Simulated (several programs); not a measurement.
**Many methods on one cell: SnO (wurtzite)**

SnO built on the wurtzite prototype (it has left that coordination), relaxed with r2SCAN in Ansatz, was computed with several methods. It is hexagonal, P6_3mc (No. 186); a = 3.298 Å, c = 9.216 Å in the conventional setting, 21.71 Å³ an atom. Around Sn lie 3 O at 2.16 Å; around O lie 3 Sn at 2.16 Å. The calculation is spin-unpolarised, and the structure need not be a phase that has been made.

Space group P6_3mc (No. 186). a = 3.298 Å, b = 3.298 Å, c = 9.216 Å, α = 90.00°, β = 90.00°, γ = 120.00°

| atom | site | symmetry | x | y | z |
| --- | --- | --- | --- | --- | --- |
| Sn | 2b | 3m. | 0.3333 | 0.6667 | 0.9934 |
| O | 2b | 3m. | 0.3333 | 0.6667 | 0.3816 |

Gaps and times are for a single point on this cell; volume and bulk modulus come from each method's own relaxation or energy curve at fixed shape, which is too stiff where a cell has free coordinates or axes. Times are rough, from shared hosts (AMD EPYC 7B13; Arm Neoverse V1), and each method has its own mesh and cell size. A double dagger marks a value from a curve with shape and coordinates held. A star marks a curve whose lowest point is an end point. PM6 (MOPAC), PM7 (MOPAC), GFN1-xTB (tblite), GFN2-xTB (tblite) treat a cluster of cells at its zone centre, which samples few k points: where these miss a band edge, the gap comes out too large for that reason alone. Gaps from k meshes are read at a limited set of points (mesh, symmetry points, PBE's band edges), so each method's own least gap may be somewhat smaller. xTB and the PM methods were fitted mostly to molecules, and can miss a solid's gap by electronvolts. Minimal bases can be far off for gaps. Times of the plane-wave ladder aren't listed, since it ran on unlike processors and cards. Curves at held shape can't give the bulk modulus of a layered or molecular crystal, so none is listed. GLLB-SC's gap includes the derivative discontinuity. G0W0 is at finite bands, cutoff and mesh. d marks a direct gap, i an indirect one (no mark: not told apart), a dash a value that wasn't computed or didn't pass its checks.

| method | kind | gap (eV) | own volume (Å³/atom) | bulk modulus (GPa) | atoms computed | processor time |
| --- | --- | --- | --- | --- | --- | --- |
| PM7 (MOPAC) | semi-empirical | 6.78 | – | – | cluster | 1.3 s |
| PM6 (MOPAC) | semi-empirical | 5.58 | – | – | cluster | 1.3 s |
| GFN1-xTB (tblite) | tight binding | 3.70 | 20.52‡ | – | cluster | 1.3 s |
| GFN1-xTB (DFTB+) | tight binding | 3.25 i | – | – | 4 | 1.4 s |
| light PBE (260 eV and a coarse mesh) | light plane-wave | 1.38 i | – | – | 4 | 1.6 s |
| GFN2-xTB (tblite) | tight binding | 2.82 | 23.79*‡ | – | cluster | 3.3 s |
| PBE | semilocal | 1.39 i | 22.48 | – | 4 | – |
| PBE/single zeta (GPAW) | small basis | 1.40 i | – | – | 4 | 18 s |
| PBE/SZV (CP2K) | small basis | 1.37 i | – | – | 4 | 19 s |
| r2SCAN | semilocal | 1.60 i | 21.71 | – | 4 | – |
| GLLB-SC (GPAW) | model potential | 2.31 | – | – | 4 | 31 s |
| PBE/DZVP (CP2K) | small basis | 1.33 i | 23.71*‡ | – | 4 | 33 s |
| G0W0@PBE (140 eV screening cutoff) | many-body | 2.10 | – | – | 4 | – |

Against r2SCAN (1.60 eV) and with closed or daggered gaps left aside, the nearest gap at the points sampled is that of PBE/single zeta (GPAW) (-0.20 eV) and the farthest that of PM7 (MOPAC) (+5.18 eV). r2SCAN is only a yardstick of convenience: semilocal gaps usually lie below measured ones, which GLLB-SC and hybrids aim to mend.

Volumes against r2SCAN's: PBE +3.6 %.

No spin-orbit coupling is included; it can move band edges with weight on the heavy atoms by tenths of an eV.
